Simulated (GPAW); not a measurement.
# Si (P6/mmm) in GPAW: notebook

Runs on Si. Level: PBE. Tasks: single point.

All numbers are computed with GPAW 26.7.0; they aren't measurements. Logs are shortened: lines on timing, memory, paths and dates and some standing lists are left out, and cuts for length are marked. The log counts tension as positive stress, the text compression.

## Step 1: The cell of the first run

It takes space group P6/mmm (No. 191, hexagonal). The conventional cell has a = 2.621 Å, b = 2.621 Å, c = 2.368 Å, α = 90.00°, β = 90.00°, γ = 120.00°. Around Si (site symmetry 6/mmm) lie 8 Si at 2.37 to 2.62 Å.

This isn't the form of Si at room conditions, which is diamond.

## Step 2: Single point, PBE (strain = -0.04)

File run.py:

```python
from ase.dft.bandgap import bandgap
from ase.io import read, write
from ase.units import GPa
from gpaw import GPAW, PW

atoms = read('POSCAR')

calc = GPAW(mode=PW(600),
            xc='PBE',
            kpts={'size': (12, 12, 11), 'gamma': True},
            occupations={'name': 'fermi-dirac', 'width': 0.05},
            nbands=8,
            convergence={'density': 1e-05, 'energy': 1e-05},
            maxiter=150,
            txt='gpaw.txt')
atoms.calc = calc
energy = atoms.get_potential_energy()
forces = atoms.get_forces()
stress = atoms.get_stress()
calc.write('gs.gpw')
write('result.traj', atoms)
print(f'Energy: {energy:.6f} eV')
print('Forces (eV/A):')
print(forces.round(4))
print('Stress (GPa):', (stress / GPa).round(3))
print('Fermi level:', round(calc.get_fermi_level(), 4), 'eV')
print(f'Gap: {bandgap(calc)[0]:.4f} eV, direct: {bandgap(calc, direct=True)[0]:.4f} eV')
```

File POSCAR:

```
Si
1.0
    2.6205428149      0.0000000000      0.0000000000
   -1.3102714075      2.2694566494      0.0000000000
    0.0000000000      0.0000000000      2.3677002144
Si
1
Direct
    0.0000000000      0.0000000000      0.0000000000
```

Potentials or basis: GPAW PAW data sets (gpaw-data 1.2.1), pw.

Run with:

```bash
$ OMP_NUM_THREADS=1 python run.py
```

gpaw.txt:

```text
__  _  _
 | _ |_)|_||  |
 |__||  | ||/\| - 26.7.0

Input parameters:
  mode=PW(ecut=600.0),
  convergence={'density': 1e-05, 'energy': 1e-05},
  kpts=MonkhorstPack(size=(12, 12, 11), gamma=True),
  maxiter=150,
  nbands=8,
  occupations=Occupations(name='fermi-dirac', width=0.05),
  xc=XC(name='PBE')

Diagonalizing LCAO Hamiltonian
Converting LCAO to pw mode

       Si

Atoms  # Å, Bohr magnetons
|   | symbol |        x |        y |        z |    initial magnetic moments |
|---|--------|----------|----------|----------|-----------------------------|
| 0 |     Si | 0.000000 | 0.000000 | 0.000000 | ( 0.0000,  0.0000,  0.0000) |

Unit cell  # Å
| periodic |         x |        y |        z |  lengths |     angles |
|----------|-----------|----------|----------|----------|------------|
|      yes |  2.620543 | 0.000000 | 0.000000 | 2.620543 |  90.000000 |
|      yes | -1.310271 | 2.269457 | 0.000000 | 2.620543 |  90.000000 |
|      yes |  0.000000 | 0.000000 | 2.367700 | 2.367700 | 120.000000 |

Number of symmetries: 24
Symmetry operations  # r_c * U_cc + t_c -> r_c
|    | kind |            matrix            |
|----|------|------------------------------|
|  0 |  σ   |  1, 1, 0,  0,-1, 0,  0, 0, 1 |
|  1 |  C2  |  1, 1, 0,  0,-1, 0,  0, 0,-1 |
|  2 |  C6  |  1, 1, 0, -1, 0, 0,  0, 0, 1 |
|  3 |  S6  |  1, 1, 0, -1, 0, 0,  0, 0,-1 |
|  4 |  E   |  1, 0, 0,  0, 1, 0,  0, 0, 1 |
|  5 |  σ   |  1, 0, 0,  0, 1, 0,  0, 0,-1 |
|  6 |  σ   |  1, 0, 0, -1,-1, 0,  0, 0, 1 |
|  7 |  C2  |  1, 0, 0, -1,-1, 0,  0, 0,-1 |
|  8 |  σ   |  0, 1, 0,  1, 0, 0,  0, 0, 1 |
|  9 |  C2  |  0, 1, 0,  1, 0, 0,  0, 0,-1 |
| 10 |  C3  |  0, 1, 0, -1,-1, 0,  0, 0, 1 |
| 11 |  S3  |  0, 1, 0, -1,-1, 0,  0, 0,-1 |
| 12 |  C6  |  0,-1, 0,  1, 1, 0,  0, 0, 1 |
| 13 |  S6  |  0,-1, 0,  1, 1, 0,  0, 0,-1 |
| 14 |  σ   |  0,-1, 0, -1, 0, 0,  0, 0, 1 |
| 15 |  C2  |  0,-1, 0, -1, 0, 0,  0, 0,-1 |
| 16 |  σ   | -1, 0, 0,  1, 1, 0,  0, 0, 1 |
| 17 |  C2  | -1, 0, 0,  1, 1, 0,  0, 0,-1 |
| 18 |  C2  | -1, 0, 0,  0,-1, 0,  0, 0, 1 |
| 19 |  i   | -1, 0, 0,  0,-1, 0,  0, 0,-1 |
| 20 |  C3  | -1,-1, 0,  1, 0, 0,  0, 0, 1 |
| 21 |  S3  | -1,-1, 0,  1, 0, 0,  0, 0,-1 |
| 22 |  σ   | -1,-1, 0,  0, 1, 0,  0, 0, 1 |
| 23 |  C2  | -1,-1, 0,  0, 1, 0,  0, 0,-1 |

BZ-sampling:
  Number of BZ points: 1584
  Number of IBZ points: 114

  Monkhorst-Pack size: [12, 12, 11]
  Monkhorst-Pack shift: [0.041666666666666664, 0.041666666666666664, 0.0]

K-points  # in reciprocal-cell coordinates
|     |                                coordinates |     weight |
|-----|--------------------------------------------|------------|
|   0 | ( -0.00000000,  -0.00000000,   0.00000000) | 0.00063131 |
|   1 | ( -0.00000000,  -0.00000000,   0.09090909) | 0.00126263 |
|   2 | ( -0.00000000,  -0.00000000,   0.18181818) | 0.00126263 |
|   3 | ( -0.00000000,  -0.00000000,   0.27272727) | 0.00126263 |
|   4 | ( -0.00000000,  -0.00000000,   0.36363636) | 0.00126263 |
|   5 | ( -0.00000000,  -0.00000000,   0.45454545) | 0.00126263 |
|   6 | (  0.08333333,  -0.00000000,   0.00000000) | 0.00378788 |
|   7 | (  0.08333333,  -0.00000000,   0.09090909) | 0.00757576 |
|   8 | (  0.08333333,  -0.00000000,   0.18181818) | 0.00757576 |
|   9 | (  0.08333333,  -0.00000000,   0.27272727) | 0.00757576 |
| ... |                                            |            |
| 113 | (  0.50000000,   0.50000000,   0.45454545) | 0.00378788 |

Plane wave coefficients: 484
Cutoff: 600.0 eV

Spin-components: 1 (collinear spins)
Bands:           8
Projectors:      5
Spin-degeneracy: 2
Datatype:        complex128

Parallelization:
  kpt:    1
  domain: 1
  band:   1

Density:
  Valence electrons: 4.0
  Components: 1
  Grid points: [15 15 14]
  Charge: 0.0  # |e|

Potential:
  Grid points: [15 15 14]

species:
  Si:
    name:    Silicon
    Z:       14.0
    valence: 4
    core:    10
    charge:  0.0  # [|e|]
    compensation charges:
      type: gauss
      rc: 0.33  # [Å]
      lmax: 2
    cutoffs:
      filter: 1.86  # [Å]
      core: 2.06  # [Å]
    projectors
    | kind |    occ | energy [eV] | rcut [Å] |
    |------|--------|-------------|----------|
    |   3s |  2.000 |     -10.812 |    1.058 |
    |   3p |  2.000 |      -4.081 |    1.058 |
    |    s |        |      16.399 |    1.058 |
    |    p |        |      23.130 |    1.058 |
    |    d |        |       0.000 |    1.058 |

    Using partial waves for Si as LCAO basis

Reference energy: -7886.344250  # eV

eigensolver:
  PPCG
  Converge bands: occupied
  niter=2

density mixing:
  MSR1-Mixer
  Pratt-step length: 0.05
  Maximum mixing coefficient: 0.75
  Old densities: 10
  SVD Regularization: 0.005
  Good broyden scale: 1.0
  Trust region scale: 1.0
  Backstep threshold: 4.0
  History deletion threshold: 6.0
  Fourier metric: weight=20.0, sigma=0.015

occupation numbers:
  Fermi-Dirac:
    width: 0.0500  # eV

poisson solver:
  ecut: 4800.0  # eV

xc functional:
  name: PBE with 2 nearest neighbor stencil

convergence criteria:
- Maximum integral of absolute [dens]ity change: 1e-05 electrons / valence electron
- Maximum [total energy] change in last 3 cyles: 1e-05 eV / valence electron
- Maximum integral of absolute [eigenst]ate change: 4e-08 eV^2 / valence electron
maximum number of iterations: 150

SCF iterations
|iter     | |      energy | eigst |  dens |
|---------|-|-------------|-------|-------|
|iter:   1| |   -5.024244 | -0.10 |       |
|iter:   2| |   -5.026937 | -3.12 | -1.12 |
|iter:   3| |   -5.042028 | -3.08 | -1.14 |
|iter:   4| |   -5.044234 | -3.92 | -1.64 |
|iter:   5| |   -5.044242 | -5.75 | -2.54 |
|iter:   6| |   -5.044241c| -8.50c| -3.69 |
|iter:   7| |   -5.044241c| -8.69c| -4.11 |
|iter:   8| |   -5.044241c| -9.96c| -5.43c|

Converged in 8 steps
Energy contributions relative to reference atoms: (reference = -7886.344250)

Energy contributions:
  Kinetic:           8.090690
  Coulomb:          -5.837304
  Zero:             -0.021779
  External:          0.000000
  Xc:               -7.273957
  Entropy:          -0.003784
  Spinorbit:         0.000000
  ----------------------------
  Free energy:      -5.046133
  Extrapolated:     -5.044241

dipole moment: (-2.852230, -4.940207, -5.154066)  # |e|*Ang

Fermi level: 9.426
Eigenvalues  # (at kpt = [-0.000, -0.000, 0.000])
| band index |      eig [eV] | occ [0-2] |
|------------|---------------|-----------|
|          0 |        -5.001 |     2.000 |
|          1 |        17.407 |     0.000 |
|          2 |        19.190 |     0.000 |
|          3 |        19.543 |     0.000 |
|          4 |        19.543 |     0.000 |
|          5 |        21.513 |     0.000 |
|          6 |        21.513 |     0.000 |
|          7 |        27.069 |     0.000 |

No gap
No difference between direct/indirect transitions

Forces  # eV/Ang
|        x |       y |       z |
|----------|---------|---------|
| -0.00000 | 0.00000 | 0.00000 |  # Si   0

Stress tensor  # eV/Ang^3
|         x |         y |         z |
|-----------|-----------|-----------|
| -0.027134 | -0.000000 |  0.000000 |
| -0.000000 | -0.027134 |  0.000000 |
|  0.000000 |  0.000000 | -0.138312 |

# Writing to gs.gpw (mode='')
```

It took 8.8 s on 1 thread of Arm Neoverse V1, shared host; peak memory 0.13 GiB.

Results:

* Free energy: -5.0461 eV
* Pressure: 10.3 GPa
* Band gap on the k mesh: none (metal or under the smearing width)

Caveat: the density grid can change from cell to cell, which puts small steps into energies and stress.

## Step 3: Single point, PBE (strain = -0.02)

Edit run.py of step 2 so:

```diff
@@ -1,3 +1,4 @@
+from ase import Atoms
 from ase.dft.bandgap import bandgap
-from ase.io import read, write
+from ase.io import write
 from ase.units import GPa
@@ -5,3 +6,8 @@
 
-atoms = read('POSCAR')
+atoms = Atoms(['Si'],
+              cell=[[2.6205428149, 0.0, 0.0],
+                    [-1.3102714075, 2.2694566494, 0.0],
+                    [0.0, 0.0, 2.4170273022]],
+              scaled_positions=[[0.0, 0.0, 0.0]],
+              pbc=True)
```

Potentials or basis: GPAW PAW data sets (gpaw-data 1.2.1), pw.

Run with:

```bash
$ OMP_NUM_THREADS=1 python run.py
```

Run time: 8.9 s. Hardware: 1 thread of Arm Neoverse V1, shared host; peak memory 0.13 GiB.

The run converged. Its results:

| Quantity | Value |
| --- | --- |
| Free energy | -5.0776 eV |
| Pressure | 6.5 GPa |
| Band gap on the k mesh | none (metal or under the smearing width) |

Stress tensor (GPa, compression positive):
```
 3.21  0.00  0.00
 0.00  3.21  0.00
 0.00  0.00 13.06
```

Levels at points of the mesh, in eV from the Fermi level:
```
           k point  band 1  band 2  band 3  band 4
(0.00, 0.00, 0.00)  -14.29    7.75    8.85   10.25
(0.50, 0.50, 0.00)   -7.81   -6.95    5.04    6.39
```

Caveat: the density grid can change from cell to cell, which puts small steps into energies and stress.
